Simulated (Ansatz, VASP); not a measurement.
## CO2: VASP beside Ansatz

```
C O
1.0
     2.35975   -2.16354    0.00000
     2.35975    2.16354    0.00000
     0.00000    0.00000    6.01062
C O
2 4
Direct
  0.00000 0.00000 0.00000
  0.50000 0.50000 0.50000
  0.78444 0.21556 0.88455
  0.21556 0.78444 0.11545
  0.71556 0.28444 0.38455
  0.28444 0.71556 0.61545
```

Alike in both runs: functional PBEsol; k mesh 8 × 8 × 4; no spin polarisation.

Ansatz relaxed the structure, and its values are those at the end. VASP's run is a single point on that final structure, the one shown.

```csv
,VASP,Ansatz
version,VASP 6.6.1,Ansatz 0.2.0
potentials or method,"VASP PAW PBE potentials, release 64 (C, O)","scalar-relativistic, plane waves, PAW"
plane-wave cutoff (eV),520,420
occupations,"gaussian, width 0.01 eV",fixed
valence electrons in the cell,32,32
```

|  | VASP | Ansatz | Ansatz less VASP |
| --- | --- | --- | --- |
| gap on the k mesh at the Fermi level (eV) | 6.02 | 6.03 | +0.009 |
| least direct gap on the mesh (eV) | 7.05 | 7.05 | +0.006 |
| pressure (GPa) | 11.5 | 9.0 | -2.45 |
| rms of the force components (eV/Å) | 0.342 | 0.000 | -0.3416 |

Caveats: the standard files for N, O and F lose accuracy on very short bonds; the PAW data sets were made with another functional, which shifts forces and pressure a little (VASP). A k mesh can miss the band edges.
